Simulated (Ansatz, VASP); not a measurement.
**Two plane-wave programs on Hf**

File INCAR:

```
PREC = Accurate
ENCUT = 600
EDIFF = 1E-6
ISMEAR = 0
SIGMA = 0.1
LREAL = F
LASPH = T
NELM = 80
ALGO = Normal
ISIF = 3
LWAVE = F
LCHARG = F
GGA = PE
IBRION = 2
NSW = 100
EDIFFG = -0.01
```

Contents of KPOINTS:

```
Automatic mesh
0
Gamma
  18 18 18
```

POSCAR

```
Hf
1.0
    2.9169863342      0.0000000000      0.0000000000
    0.0000000000      2.9169863342      0.0000000000
    0.0000000000      0.0000000000      2.9169863342
Hf
1
Direct
    0.5000000000      0.5000000000      0.5000000000
```

Input for Ansatz:

```yaml
crystal:
  lattice:
    - [2.9169863342, 0.0, 0.0]
    - [0.0, 2.9169863342, 0.0]
    - [0.0, 0.0, 2.9169863342]
  atoms:
    - { symbol: Hf, position: [0.5, 0.5, 0.5] }
basis:
  ecutwfc: 420
kpoints:
  mp_grid: { grid: [18, 18, 18] }
hamiltonian:
  xc: pbe
scf:
  occupations: { method: gaussian, width: 0.1 }
output:
  forces: true
  stress: true
  eigenvalues: true
  write_density: true
  write_potential: true
  elf: true
  volumetric_format: npy
relax:
  adjacent_minimum: "off"
  f_tol: 0.01
  max_steps: 80
  cell: { stress_tol: 0.05 }
```

Alike in both runs: task relaxation of cell and atoms; functional PBE; k mesh 18 × 18 × 18; occupations gaussian, width 0.1 eV; no spin polarisation.

|  | VASP | Ansatz |
| --- | --- | --- |
| version | VASP 6.6.1 | Ansatz 0.2.0 |
| potentials or method | VASP PAW PBE potentials, release 64 (Hf_pv) | scalar-relativistic, plane waves, PAW |
| plane-wave cutoff (eV) | 600 | 420 |
| valence electrons in the cell | 10 | 26 |

VASP gave:

```
gap on the k mesh at the Fermi level, each at its own relaxed structure (eV) : none
relaxed volume (Å³/atom)                                                     : 24.64
relaxed cell length with the largest relative difference (Å)                 : 2.910
```

**Question.** Estimate Ansatz's values.

**Answer.** gap on the k mesh at the Fermi level, each at its own relaxed structure (eV): none; relaxed volume (Å³/atom): 24.74; relaxed cell length with the largest relative difference (Å): 2.914.

A gap of «none» marks a metal or a gap that the smearing closes. The two sets of potentials don't hold the same shells in valence.

Spin-orbit coupling is left out, which matters for the levels of Hf.
